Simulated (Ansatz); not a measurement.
**Equation of state of ZrS2 from a dense series**

```yaml
crystal:
  lattice:
    - [3.63000, 0.00000, 0.00000]
    - [-1.81500, 3.14367, 0.00000]
    - [0.00000, 0.00000, 5.85000]
  atoms:
    - { symbol: Zr, position: [0.00000, 0.00000, 0.00000] }
    - { symbol: S, position: [0.33333, 0.66667, 0.24920] }
    - { symbol: S, position: [0.66667, 0.33333, 0.75080] }
```

Atom numbers follow the list: Zr1, S2, S3.

The conventional cell has a = 3.630 Å, b = 3.630 Å, c = 5.850 Å, α = 90.00°, β = 90.00°, γ = 120.00°. Around Zr (atom 1) lie 6 S at 2.55 Å. Around S (atom 2) lie 3 Zr at 2.55 Å.

The cell is COD entry 5910006, as deposited and not checked against the literature; nothing was relaxed.

Level of theory: Ansatz 0.2.0, DFT, PBEsol, all-electron LAPW, scalar-relativistic.

Sampling and basis: a Γ-centred 10×10×5 k mesh, Fermi–Dirac smearing of 0.01 eV, basis error target 1 meV/atom, no spin polarisation.

The cell is scaled evenly. Fractional coordinates are held (clamped ions).

```tsv
V (Å³/atom)	P (GPa)
21.362	3.93
21.807	1.68
22.030	0.63
22.252	-0.36
22.475	-1.31
22.698	-2.20
23.143	-3.87
23.588	-5.37
```

Task: Fit a third-order Birch–Murnaghan curve to the pressures.

Result: P = (3B0/2)(y^(7/2) − y^(5/2))[1 + (3/4)(B0′ − 4)(y − 1)] with y = (V0/V)^(2/3) fits within 0.01 GPa for V0 = 22.170 Å³/atom, B0 = 98.3 GPa and B0′ = 4.05.

Task: Predict the pressure at the withheld volume, 20.917 Å³/atom.

Result: There y = 1.0395, so the fit gives 6.43 GPa; the run gave 6.43 GPa.
